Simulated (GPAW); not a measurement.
Crystal: Ni.

```
CELL_PARAMETERS angstrom
0.00000 1.73757 1.73757
1.73757 0.00000 1.73757
1.73757 1.73757 0.00000
ATOMIC_POSITIONS crystal
Ni 0.00000 0.00000 0.00000
```

```yaml
Program: GPAW 26.7.0
Task: relaxation of cell and atoms
Functional: PBEsol
Dispersion: D3
Potentials_or_basis: PAW data sets generated in the run's folder for this functional
Cutoff: 600 eV
Basis: pw
k_mesh: 13 × 13 × 13
Occupations: fermi-dirac, width 0.05 eV
Spin: collinear spin, ferromagnetic start
Starting_moments: "[1.0] μB"
```

At the start: pressure -5.8 GPa; volume 10.49 Å³/atom.

Q: Where does the relaxation end?

A: Over 3 steps the energy falls by 4.8 meV/atom and the volume is 10.24 Å³/atom (-2.4 %); space group Fm-3m (No. 225, to 0.05 Å); moment 0.63 μB per cell.

The path:
| step | energy change (eV) | largest force (eV/Å) | pressure (GPa) | volume (Å³) |
| --- | --- | --- | --- | --- |
| 1 | 0.0000 | 0.0000 | -5.77 | 10.49 |
| 2 | -0.0042 | 0.0000 | -2.03 | 10.32 |
| 3 | -0.0048 | 0.0000 | 0.08 | 10.24 |

Final structure:
```cif
data_structure
_symmetry_space_group_name_H-M 'P 1'
_symmetry_Int_Tables_number 1
_cell_length_a 2.4371
_cell_length_b 2.4371
_cell_length_c 2.4371
_cell_angle_alpha 60.000
_cell_angle_beta 60.000
_cell_angle_gamma 60.000
_cell_volume 10.24
loop_
_atom_site_label
_atom_site_type_symbol
_atom_site_fract_x
_atom_site_fract_y
_atom_site_fract_z
_atom_site_occupancy
Ni1 Ni 0.00000 0.00000 0.00000 1
```

Caveat: each step starts from the last one's moments, so a moment once lost doesn't come back; the stock nickel data set gives pressures a few GPa off other programs; later steps reuse the first step's grids; pairwise dispersion overbinds metals, which lowers pressure and volume.
